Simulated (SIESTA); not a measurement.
Bi:

```
Bi
1.0
    -1.98143    1.98143    1.98143
     1.98143   -1.98143    1.98143
     1.98143    1.98143   -1.98143
Bi
1
Direct
  0.00000 0.00000 0.00000
```

This isn't the form of Bi at room conditions, which is rhombohedral.

| Property | Result |
| --- | --- |
| Program | SIESTA 5.4.2 |
| Task | single point |
| Functional | PBE |
| Potentials or basis | PseudoDojo 0.4 standard (PBE files) |
| Basis | DZP (energy shift 0.003 Ry; two zetas on semicore shells) |
| Grid cutoff | 500 Ry |
| Energy shift | 0.003 Ry |
| k mesh | 9 × 9 × 9 |
| Occupations | fermi-dirac, width 0.05 eV |
| Spin | no spin polarisation |

On this cell: pressure 1.9 GPa; band gap on the k mesh none (metal or under the smearing width).

The same run follows on a disturbed copy (cell strained at random at fixed volume):

```xyz
1
Lattice="-2.0511 1.9323 1.9637 2.0091 -1.9541 1.9436 2.0700 1.9730 -1.9856" Properties=species:S:1:pos:R:3 pbc="T T T"
Bi   -0.0472   -0.0316   -0.0216
```

Problem. What does the disturbed cell give?

Solution. The energy (extrapolated to zero smearing) moves by +6.5 meV/atom; pressure 2.0 GPa; band gap on the k mesh none (metal or under the smearing width).

Stress tensor (GPa, compression positive):
```
 1.21 -0.18  0.53
-0.18  2.40  0.12
 0.53  0.12  2.36
```

Caveats: spin-orbit coupling is left out, which moves the levels of the heavy elements; the basis of atomic orbitals isn't converged, which shifts pressures, moduli and gaps.
